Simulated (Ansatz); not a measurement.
Space group F-43m (No. 216). a = 3.610 Å, b = 3.610 Å, c = 3.610 Å, α = 90.00°, β = 90.00°, γ = 90.00°
| atom | site | symmetry | x | y | z |
| --- | --- | --- | --- | --- | --- |
| B | 4a | -43m | 0.0000 | 0.0000 | 0.0000 |
| N | 4c | -43m | 0.2500 | 0.2500 | 0.2500 |

Equation of state of this BN structure (not necessarily the ground state), with shape and atoms relaxed at each volume where symmetry leaves them free. The calculation used Ansatz 0.2.0, DFT r2SCAN, scalar-relativistic, plane waves, PAW.

Cutoff 500 eV; k points 12×12×12 on the computed 2-atom cell (Γ-centred); Gaussian smearing, width 0.02 eV; no spin polarisation.

```
V (Å³/atom) E − E(largest V) (meV/atom) P (GPa) gap on mesh (eV)
      5.526                         4.99    27.18              5.08
      5.703                       -16.74    12.66              5.04
      5.879                       -23.57     0.04              5.00
      6.055                       -17.42   -10.94              4.96
      6.232                         0.00   -20.49              4.92
```

Question: Fit a third-order Birch–Murnaghan equation to E(V).

Answer: V0 = 5.88 Å³/atom, B0 = 392 GPa, B0' = 3.6.